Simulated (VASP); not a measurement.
# Bi (C2/m) in VASP: notebook

The runs below take Bi through single point, with PBE.

Program: VASP 6.6.1. These are calculated values, not measurements. Logs are shortened: lines on timing, memory, paths and dates and some standing lists are left out, and cuts for length are marked.

## Step 1: The crystal as given

Symmetry: C2/m, No. 12, monoclinic system. The conventional cell has a = 6.977 Å, b = 6.265 Å, c = 3.359 Å, α = 90.00°, β = 112.04°, γ = 90.00°. Around Bi (site symmetry m) lie 6 Bi at 3.21 to 3.45 Å.

This isn't the form of Bi at room conditions, which is rhombohedral.

## Step 2: Single point, PBE

File INCAR:

```
SYSTEM = Bi
ADDGRID = .False.
ALGO = Normal
EDIFF = 1E-6
ENCUT = 460
GGA = PE
ISIF = 2
ISMEAR = 1
LASPH = .True.
LCHARG = .False.
LREAL = .False.
LWAVE = .False.
NBANDS = 22
NELM = 100
PREC = Accurate
SIGMA = 0.15
```

File KPOINTS:

```
k-points
0
Gamma
  4 4 6
  0 0 0
```

File POSCAR:

```
Bi
1.0
    3.4885980000     -3.1325780000      0.0000000000
    3.4885980000      3.1325780000      0.0000000000
   -1.2602350000      0.0000000000      3.1135500000
Bi
2
Direct
    0.7530610000      0.7530610000      0.8573820000
    0.2469390000      0.2469390000      0.1426180000
```

Potentials or basis: VASP PAW PBE potentials, release 64 (Bi_d).

The run is started by

```console
cat potpaw_PBE.64/Bi_d/POTCAR > POTCAR
mpirun -np 1 vasp_std > vasp.out
```

OUTCAR:

```text
SYSTEM = Bi
   EDIFF = 1E-6
   ENCUT = 460
   GGA = PE
   ISIF = 2
   ISMEAR = 1
   LASPH = .True.
   LREAL = .False.
   NELM = 100
   PREC = Accurate

 Found     34 irreducible k-points:

 Following reciprocal coordinates:
            Coordinates               Weight
  0.000000  0.000000  0.000000      1.000000
  0.250000  0.000000 -0.000000      4.000000
  0.500000  0.000000 -0.000000      2.000000
  0.250000  0.250000 -0.000000      2.000000
  0.500000  0.250000  0.000000      4.000000
 -0.250000  0.250000  0.000000      2.000000
   k-points           NKPTS =     34   k-points in BZ     NKDIM =     34   number of bands    NBANDS=     22
   number of dos      NEDOS =    301   number of ions     NIONS =      2
   total plane-waves  NPLWV =  31104
   dimension x,y,z NGX =    36 NGY =   36 NGZ =   24
   dimension x,y,z NGXF=    72 NGYF=   72 NGZF=   48
   ions per type =               2
   NGX,Y,Z   is equivalent  to a cutoff of  12.76, 12.76, 11.88 a.u.
   NGXF,Y,Z  is equivalent  to a cutoff of  25.53, 25.53, 23.76 a.u.
 SYSTEM =  Bi
   PREC   = accura    normal or accurate (medium, high low for compatibility)
   ISTART =      0    job   : 0-new  1-cont  2-samecut
   ICHARG =      2    charge: 1-file 2-atom 10-const
   ISPIN  =      1    spin polarized calculation?
   LNONCOLLINEAR =      F non collinear calculations
   LSORBIT =      F    spin-orbit coupling
   LASPH  =      T    aspherical Exc in radial PAW
   ENCUT  =  460.0 eV  33.81 Ry    5.81 a.u.   8.20  8.20  5.87*2*pi/ulx,y,z
   NELM   =    100;   NELMIN=  2; NELMDL= -5     # of ELM steps
   EDIFF  = 0.1E-05   stopping-criterion for ELM
   LREAL  =      F    real-space projection
   EDIFFG = 0.1E-04   stopping-criterion for IOM
   NSW    =      0    number of steps for IOM
   IBRION =     -1    ionic relax: 0-MD 1-quasi-New 2-CG
   NFREE  =      0    steps in history (QN), initial steepest desc. (CG)
   ISIF   =      2    stress and relaxation
   ISYM   =      2    0-nonsym 1-usesym 2-fastsym
   POTIM  = 0.5000    time-step for ionic-motion
   TEBEG  =    0.0;   TEEND  =   0.0 temperature during run
   PSTRESS=    0.0 pullay stress
   NELECT =      30.0000    total number of electrons
   NUPDOWN=      -1.0000    fix difference up-down
   EMIN   =  10.00;   EMAX   =-10.00  energy-range for DOS
   EFERMI =   0.00;   METHOD = LEGACY
   ISMEAR =     1;   SIGMA  =   0.15  broadening in eV -4-tet -1-fermi 0-gaus
   EFERMI_NEDOS =   21; number of points for ismear=-14 and -15
   IALGO  =     38    algorithm
   IMIX   =      4    mixing-type and parameters
     AMIX     =   0.40;   BMIX     =  1.00
     AMIX_MAG =   1.60;   BMIX_MAG =  1.00
  volume/ion in A,a.u.               =      34.03       229.62
  Fermi-wavevector in a.u.,A,eV,Ry     =   1.245955  2.354514 21.121737  1.552404
  Thomas-Fermi vector in A             =   2.380154
   LORBIT       =      0    0 simple, 1 ext, 2 COOP (PROOUT), +10 PAW based schemes
   GGA     = PE    functional components
   LHFCALC =     F    Hartree Fock is set to
   AEXX    =    0.0000 exact exchange contribution
   IVDW    =     0    specifies the selected vdW correction
   LEPSILON=     F    determine dielectric tensor
   LRPA    =     F    only Hartree local field effects (RPA)
 non-spin polarized calculation
 Methfessel and Paxton  Order N= 1 SIGMA  =   0.15
  energy-cutoff  :      460.00
  volume of cell :       68.05
 maximum number of plane-waves:      1540
 NGX is ok and might be reduce to    36
   NGX = 17   NGY = 17   NGZ = 11

 number of electron      29.9999993 magnetization

 Free energy of the ion-electron system (eV)
  ---------------------------------------------------
  ext. energy  EPLUGINS =         0.00000000
  ---------------------------------------------------
  free energy    TOTEN  =        -7.70373317 eV

  energy without entropy =       -7.70288815  energy(sigma->0) =       -7.70345150

 E-fermi :   6.7236     XC(G=0):  -9.7828

 val. band max:        6.7169495253   @ k =   0.0000   0.0000   0.3333
 cond. band min:       6.8039551227   @ k =   0.5000   0.5000   0.1667
 fundamental gap:      0.0870055975
 Fermi energy:         6.7236124411

 k-point     1 :       0.0000    0.0000    0.0000
  band No.  band energies     occupation
      1     -16.1974      2.00000
      2     -16.1836      2.00000
      3     -16.1402      2.00000
      4     -16.1004      2.00000
      5     -16.0312      2.00000
      6     -16.0050      2.00000
[... 14 lines left out ...]
     21      14.9967      0.00000
     22      15.4743      0.00000

 k-point     2 :       0.2500    0.0000   -0.0000
  band No.  band energies     occupation
      1     -16.1871      2.00000
      2     -16.1701      2.00000
      3     -16.1433      2.00000
      4     -16.0760      2.00000
      5     -16.0285      2.00000
      6     -16.0093      2.00000
[... 14 lines left out ...]
     21      15.6565      0.00000
     22      16.5666      0.00000

 k-point     3 :       0.5000    0.0000   -0.0000
  band No.  band energies     occupation
      1     -16.1899      2.00000
      2     -16.1668      2.00000
      3     -16.0979      2.00000
      4     -16.0533      2.00000
      5     -16.0328      2.00000
      6     -16.0051      2.00000
[... 14 lines left out ...]
     21      15.3758      0.00000
     22      15.8103      0.00000

 k-point     4 :       0.2500    0.2500   -0.0000
  band No.  band energies     occupation
      1     -16.1863      2.00000
      2     -16.1713      2.00000
      3     -16.1043      2.00000
      4     -16.0594      2.00000
      5     -16.0285      2.00000
      6     -16.0180      2.00000
[... 14 lines left out ...]
     21      15.6661      0.00000
     22      16.9362      0.00000

 k-point     5 :       0.5000    0.2500    0.0000
  band No.  band energies     occupation
      1     -16.1898      2.00000
      2     -16.1749      2.00000
      3     -16.0729      2.00000
      4     -16.0344      2.00000
      5     -16.0248      2.00000
      6     -16.0054      2.00000
[... 14 lines left out ...]
     21      15.9182      0.00000
     22      16.4163      0.00000

 k-point     6 :      -0.2500    0.2500    0.0000
  band No.  band energies     occupation
      1     -16.1914      2.00000
      2     -16.1685      2.00000
      3     -16.1343      2.00000
      4     -16.0552      2.00000
      5     -16.0149      2.00000
      6     -16.0059      2.00000
[... 14 lines left out ...]
     21      15.4172      0.00000
     22      15.4681      0.00000

 [... further k-points ...]
[... 5 lines left out ...]
  --------------------------------------------------------------------------------------
  -------------------------------------------------------------------------------------
  Total        0.4070755     -0.2768496     -0.2398983      0.0000000      0.0000000      0.0883195
  in kB        9.5840027     -6.5180226     -5.6480564      0.0000000      0.0000000      2.0793550
  external PRESSURE =      -0.8606921 kB  Pullay stress =       0.0000000 kB

 VOLUME and BASIS-vectors are now :
 -----------------------------------------------------------------------------
  energy-cutoff  :      460.00
  volume of cell :       68.05
      direct lattice vectors                 reciprocal lattice vectors
     3.488598000 -3.132578000  0.000000000     0.143324052 -0.159612945  0.058011590
     3.488598000  3.132578000  0.000000000     0.143324052  0.159612945  0.058011590
    -1.260235000  0.000000000  3.113550000     0.000000000  0.000000000  0.321176792

 POSITION                                       TOTAL-FORCE (eV/Angst)
 -----------------------------------------------------------------------------------
      4.17375      0.00000      2.66950         0.039892      0.000000      0.104927
      1.54321      0.00000      0.44405        -0.039892      0.000000     -0.104927
 -----------------------------------------------------------------------------------
    total drift:                               -0.000000      0.000000      0.000000

  FREE ENERGIE OF THE ION-ELECTRON SYSTEM (eV)
  ---------------------------------------------------
  free  energy   TOTEN  =        -7.7037331698 eV

  energy  without entropy=       -7.7028881466  energy(sigma->0) =       -7.70345150
```

Run time: 22 s. Hardware: 1 thread of Intel Xeon 6975P-C (Granite Rapids), shared host; peak memory 0.18 GiB.

These settings aren't checked as converged: the numbers below hold their error.

Results:

```yaml
Free_energy: -7.7037 eV
Pressure: -0.1 GPa
Largest_force: 0.112 eV/Å
Band_gap_on_the_k_mesh: none (metal or under the smearing width)
```

Caveat: spin-orbit coupling is left out, which moves the levels of the heavy elements.

## Step 3: Single point, PBE

INCAR: that of step 2 with these lines changed.

```diff
@@ -15,2 +15,2 @@
 PREC = Accurate
-SIGMA = 0.15
+SIGMA = 0.4
```

KPOINTS is that of step 2.

POSCAR is that of step 2.

Potentials or basis: VASP PAW PBE potentials, release 64 (Bi_d).

The run is started by

```console
cat potpaw_PBE.64/Bi_d/POTCAR > POTCAR
mpirun -np 1 vasp_std > vasp.out
```

Run time: 16 s. Hardware: 1 thread of Intel Xeon 6975P-C (Granite Rapids), shared host; peak memory 0.18 GiB.

These settings aren't checked as converged: the numbers below hold their error.

Results:

```yaml
Free_energy: -7.7057 eV
Pressure: 0.0 GPa
Largest_force: 0.097 eV/Å
Band_gap_on_the_k_mesh: none (metal or under the smearing width)
```

Caveat: spin-orbit coupling is left out, which moves the levels of the heavy elements.

## Step 4: For comparison

An earlier run on the cell as given: functional PBEsol; potentials or basis VASP PAW PBE potentials, release 64 (Bi_d); cutoff 520 eV; k mesh 6 × 6 × 9; occupations fermi-dirac, width 0.05 eV; no spin polarisation.

- Pressure: -2.5 GPa
- Largest force: 0.057 eV/Å
- Band gap on the k mesh: none (metal or under the smearing width)
